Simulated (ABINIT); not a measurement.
# Nd (Im-3m) in ABINIT: reference runs, part 2 of 2

ABINIT 10.8.3 (patched build).

**4. Single point, PBE, collinear spin, ferromagnetic start**

run.py

```python
import json, os
import numpy as np
from ase.units import GPa
from ase.calculators.abinit import Abinit, AbinitProfile
from ase.io import read

atoms = read('POSCAR')
atoms.set_initial_magnetic_moments([3.0])

profile = AbinitProfile(command='abinit', pp_paths=[os.path.abspath('pseudos')])
params = dict(
    pps='pawxml', xc='PBE',
    ecut=680.2847,
    pawecutdg=1278.9352,
    kptopt=1,
    ngkpt=[9, 9, 9],
    nshiftk=1,
    shiftk=[0.0, 0.0, 0.0],
    ixc=11,
    nband=15,
    occopt=3,
    tsmear=0.05,
    nstep=100,
    tolvrs=1e-09,
    prtwf=0,
    prtden=0,
)

atoms.calc = Abinit(profile=profile, directory='run', **params)
energy = atoms.get_potential_energy()
forces = atoms.get_forces()
stress = atoms.get_stress()
print(f'energy {energy:.6f} eV')
print('forces (eV/A)')
print(np.round(forces, 5))
print('stress (GPa, Voigt, tension positive)', np.round(stress / GPa, 4))
json.dump(dict(energy=energy, forces=forces.tolist(), stress=stress.tolist(), cell=atoms.cell.tolist(), frac=atoms.get_scaled_positions(wrap=False).tolist()), open('results.json', 'w'))
```

POSCAR

```
Nd
1.0
   -2.0754700287      2.0754700287      2.0754700287
    2.0754700287     -2.0754700287      2.0754700287
    2.0754700287      2.0754700287     -2.0754700287
Nd
1
Direct
    0.0000000000      0.0000000000      0.0000000000
```

Potentials or basis: JTH PAW PBE v2.0.

The run is started by

```bash
> python run.py
```

The log of the run:

```text
energy -1570.694427 eV
forces (eV/A)
[[-0. -0. -0.]]
stress (GPa, Voigt, tension positive) [2.3098 2.3098 2.3098 0.     0.     0.    ]
```

abinit.in:

```text
spinat
0.00000000000000 0.00000000000000 3.00000000000000
ecut 680.2847 eV
ixc 11
kptopt 1
natom 1
nband 15
ngkpt
9 9 9
nshiftk 1
nsppol 2
nstep 100
occopt 3
pawecutdg 1278.9352 eV
prtden 0
prtwf 0
shiftk
0.0 0.0 0.0
tolvrs 1e-09
tsmear 0.05 eV
#Definition of the unit cell
acell
1.00000000000000 1.00000000000000 1.00000000000000 Angstrom
rprim
-2.07547002870000 2.07547002870000 2.07547002870000
2.07547002870000 -2.07547002870000 2.07547002870000
2.07547002870000 2.07547002870000 -2.07547002870000
chkprim 0 # Allow non-primitive cells
#Definition of the atom types
ntypat 1
znucl 60
#Enumerate different atomic species
typat
 1
pseudos "./pseudos/Nd.GGA_PBE-JTH.xml"
#Definition of the atoms
xcart
0.00000000000000 0.00000000000000 0.00000000000000
chkexit 1 # abinit.exit file in the running directory terminates after the current SCF
```

abinit.abo:

```text
.Version 10.8.3 of ABINIT
 Symmetries : space group Im -3 m (#229); Bravais cI (body-center cubic)
================================================================================
 Values of the parameters that define the memory need of the present run
     intxc =       0    ionmov =       0      iscf =      17    lmnmax =      32
     lnmax =       8     mgfft =      32  mpssoang =       4    mqgrid =    3001
     natom =       1  nloc_mem =       2    nspden =       2   nspinor =       1
    nsppol =       2      nsym =      48    n1xccc =       1    ntypat =       1
    occopt =       3   xclevel =       2
       mpw =        1457          nfft =       32768          nkpt =          35
 PAW method is used; the additional fine FFT grid is defined by:
   mgfftf=        45    nfftf =     91125
================================================================================
================================================================================

--------------------------------------------------------------------------------
------------- Echo of variables that govern the present computation ------------
--------------------------------------------------------------------------------
 -outvars: echo values of preprocessed input variables --------
            acell      1.8897261259E+00  1.8897261259E+00  1.8897261259E+00 Bohr
              amu      1.44240000E+02
          chkexit           1
          chkprim           0
             ecut      2.50000016E+01 Hartree
              ixc          11
         kptrlatt        9    0    0      0    9    0      0    0    9
          kptrlen      6.11390196E+01
            natom           1
            nband          15
            ngfft          32      32      32
          ngfftdg          45      45      45
             nkpt          35
           nspden           2
           nsppol           2
            nstep         100
             nsym          48
           ntypat           1
           occopt           3
        pawecutdg      4.70000017E+01 Hartree
         pawxcdev           0
           prtden           0
            prtwf           0
            rprim     -2.0754700287E+00  2.0754700287E+00  2.0754700287E+00
                       2.0754700287E+00 -2.0754700287E+00  2.0754700287E+00
                       2.0754700287E+00  2.0754700287E+00 -2.0754700287E+00
          spgroup         229
           spinat      0.0000000000E+00  0.0000000000E+00  3.0000000000E+00
           tolvrs      1.00000000E-09
           tsmear      1.83746611E-03 Hartree
            typat      1
           useylm           1
            znucl       60.00000

================================================================================

 chkinp: Checking input parameters for consistency.

[... 144 lines left out ...]
 rms dE/dt=  0.0000E+00; max dE/dt=  0.0000E+00; dE/dt below (all hartree)
    1       0.000000000000      0.000000000000      0.000000000000

 cartesian coordinates (angstrom) at end:
    1      0.00000000000000     0.00000000000000     0.00000000000000

 cartesian forces (hartree/bohr) at end:
    1     -0.00000000000000    -0.00000000000000    -0.00000000000000
 frms,max,avg= 0.0000000E+00 0.0000000E+00   0.000E+00  0.000E+00  0.000E+00 h/b

 cartesian forces (eV/Angstrom) at end:
    1     -0.00000000000000    -0.00000000000000    -0.00000000000000
 frms,max,avg= 0.0000000E+00 0.0000000E+00   0.000E+00  0.000E+00  0.000E+00 e/A
 length scales=  1.889726125908  1.889726125908  1.889726125908 bohr
              =  1.000000000000  1.000000000000  1.000000000000 angstroms
 Fermi (or HOMO) energy (hartree) =   0.14455   Average Vxc (hartree)=  -0.35233
 Magnetization (Bohr magneton)=  4.08694016E+00
 Total spin up =  9.04347008E+00   Total spin down =  4.95652992E+00
 Eigenvalues (hartree) for nkpt=  35  k points, SPIN UP:
 kpt#   1, nband= 15, wtk=  0.00137, kpt=  0.0000  0.0000  0.0000 (reduced coord)
  -1.23504   -0.52533   -0.52533   -0.52533   -0.00367    0.13373    0.13373    0.13373
   0.15075    0.15075    0.15075    0.15481    0.20112    0.20112    0.20112
      occupation numbers for kpt#   1
   1.00000    1.00000    1.00000    1.00000    1.00000    0.99724    0.99724    0.99724
   0.03303    0.03303    0.03303    0.00374    0.00000    0.00000    0.00000
 prteigrs : prtvol=0 or 1, do not print more k-points.

 Eigenvalues (hartree) for nkpt=  35  k points, SPIN DOWN:
 kpt#   1, nband= 15, wtk=  0.00137, kpt=  0.0000  0.0000  0.0000 (reduced coord)
  -1.17343   -0.47457   -0.47457   -0.47457    0.02832    0.21820    0.21820    0.21820
   0.23132    0.23132    0.23132    0.23716    0.23716    0.23716    0.24524
      occupation numbers for kpt#   1
   1.00000    1.00000    1.00000    1.00000    1.00000    0.00000    0.00000    0.00000
   0.00000    0.00000    0.00000    0.00000    0.00000    0.00000    0.00000
 prteigrs : prtvol=0 or 1, do not print more k-points.

--- !EnergyTerms
iteration_state     : {dtset: 1, }
comment             : Components of total free energy in Hartree
kinetic             :  1.13397774185431E+01
hartree             :  1.19007925115530E+01
xc                  : -6.04954093373992E+00
Ewald energy        : -4.54664098041664E+01
psp_core            :  3.76958417545902E+00
local_psp           : -3.11535885161096E+01
PAW spherical_terms : -2.05833895020572E+00
internal            : -5.77177240986666E+01
'-kT*entropy'       : -4.23143200464541E-03
total_energy        : -5.77219555306713E+01
total_energy_eV     : -1.57069442681843E+03
...

--- !EnergyTermsDC
iteration_state     : {dtset: 1, }
comment             : '"Double-counting" decomposition of free energy'
band_energy         : -4.74584763625937E+00
Ewald energy        : -4.54664098041664E+01
psp_core            :  3.76958417545902E+00
xc_dc               : -1.00814067843347E+01
PAW spherical_terms : -1.19364423464738E+00
internal            : -5.77177242839488E+01
'-kT*entropy'       : -4.23143200464541E-03
total_energy_dc     : -5.77219557159535E+01
total_energy_dc_eV  : -1.57069443186022E+03
...

--- !EnergyTermsWithPAWCore
iteration_state     : {dtset: 1, }
comment             : 'Components of total free energy, including PAW core contributions'
Total energy        : -9.62419313389442E+03
Total energy DC     : -9.62419313407970E+03
Total energy (eV)   : -2.61887636672319E+05
Total energy DC (eV): -2.61887636677361E+05
...

 Cartesian components of stress tensor (hartree/bohr^3)
  sigma(1 1)=  7.85099007E-05  sigma(3 2)=  0.00000000E+00
  sigma(2 2)=  7.85099007E-05  sigma(3 1)=  0.00000000E+00
  sigma(3 3)=  7.85099007E-05  sigma(2 1)=  0.00000000E+00

-Cartesian components of stress tensor (GPa)         [Pressure= -2.3098E+00 GPa]
- sigma(1 1)=  2.30984103E+00  sigma(3 2)=  0.00000000E+00
- sigma(2 2)=  2.30984103E+00  sigma(3 1)=  0.00000000E+00
- sigma(3 3)=  2.30984103E+00  sigma(2 1)=  0.00000000E+00

== END DATASET(S) ==============================================================
================================================================================

 -outvars: echo values of variables after computation  --------
            acell      1.8897261259E+00  1.8897261259E+00  1.8897261259E+00 Bohr
           etotal     -5.7721955716E+01
            fcart     -0.0000000000E+00 -0.0000000000E+00 -0.0000000000E+00
            rprim     -2.0754700287E+00  2.0754700287E+00  2.0754700287E+00
                       2.0754700287E+00 -2.0754700287E+00  2.0754700287E+00
                       2.0754700287E+00  2.0754700287E+00 -2.0754700287E+00
           strten      7.8509900716E-05  7.8509900716E-05  7.8509900716E-05
                       0.0000000000E+00  0.0000000000E+00  0.0000000000E+00
 Calculation completed.
```

Wall time 2.4 min (1 thread of Arm Neoverse V1, shared host); peak memory 0.19 GiB.

What came out:

```
Free energy                                           : -1570.6944 eV
Pressure                                              : -2.3 GPa
Band gap on the k mesh                                : none (metal or under the smearing width)
Net moment                                            : 4.09 μB per cell
Site moments                                          : Nd +3.51 μB
Valence electrons inside the program's atomic spheres : Nd 11.28 (radii [1.3267] Å)
```

Levels at points of the mesh, in eV from the Fermi level:
Spin up:
| k point | band 6 | band 7 | band 8 | band 9 | band 10 | band 11 | band 12 | band 13 |
| --- | --- | --- | --- | --- | --- | --- | --- | --- |
| (0.00, 0.00, 0.00) | -0.29 | -0.29 | -0.29 | 0.17 | 0.17 | 0.17 | 0.28 | 1.54 |
Spin down:
```
           k point  band 1  band 2  band 3  band 4  band 5  band 6  band 7  band 8  band 9  band 10
(0.00, 0.00, 0.00)  -35.86  -16.85  -16.85  -16.85   -3.16    2.00    2.00    2.00    2.36     2.36
```

Caveat: the magnetic or orbital state may not be the lowest; spin-orbit coupling is left out, which moves the levels of the heavy elements.
